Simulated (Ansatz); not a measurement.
# NbC: the cost of one run

Method: DFT r2SCAN, scalar-relativistic, plane waves, PAW, in Ansatz 0.2.0.

2 further runs of the same task are left out: 1 that didn't finish, 1 set aside as unsound or not needed.

## 1. Starting point

The structure is cubic, space group Fm-3m (No. 225). Conventional cell: a = 4.400 Å, b = 4.400 Å, c = 4.400 Å, α = 90.00°, β = 90.00°, γ = 90.00°. Nb (site symmetry m-3m) is surrounded by 6 C at 2.20 Å. C (site symmetry m-3m) is surrounded by 6 Nb at 2.20 Å.

As a file:

```xyz
2
Lattice="0.0000 2.2000 2.2000 2.2000 0.0000 2.2000 2.2000 2.2000 0.0000" Properties=species:S:1:pos:R:3 pbc="T T T"
Nb    0.0000    0.0000    0.0000
C     2.2000    2.2000    2.2000
```

The structure comes from the Crystallography Open Database.

## 2. A first look at the start

The input, input.yaml:

```yaml
crystal:
  lattice:
    - [0.0, 2.2, 2.2]
    - [2.2, 0.0, 2.2]
    - [2.2, 2.2, 0.0]
  atoms:
    - { symbol: Nb, position: [0.0, 0.0, 0.0] }
    - { symbol: C, position: [0.5, 0.5, 0.5] }
basis:
  ecutwfc: 500
kpoints:
  mp_grid: { grid: [8, 8, 8] }
hamiltonian:
  xc: r2scan
scf:
  occupations: { method: gaussian, width: 0.1 }
output:
  forces: true
  stress: true
  eigenvalues: true
```

Command:

```
$ ansatz run input.yaml --threads 1 --pin off --max-ram 1228MiB --backend cpu --events-out ev --progress --plain --runs-dir out
```

What time and memory should one allow on 1 thread of an x86-64 CPU, shared host?

About 1.3 s, with a peak of 0.45 GiB.
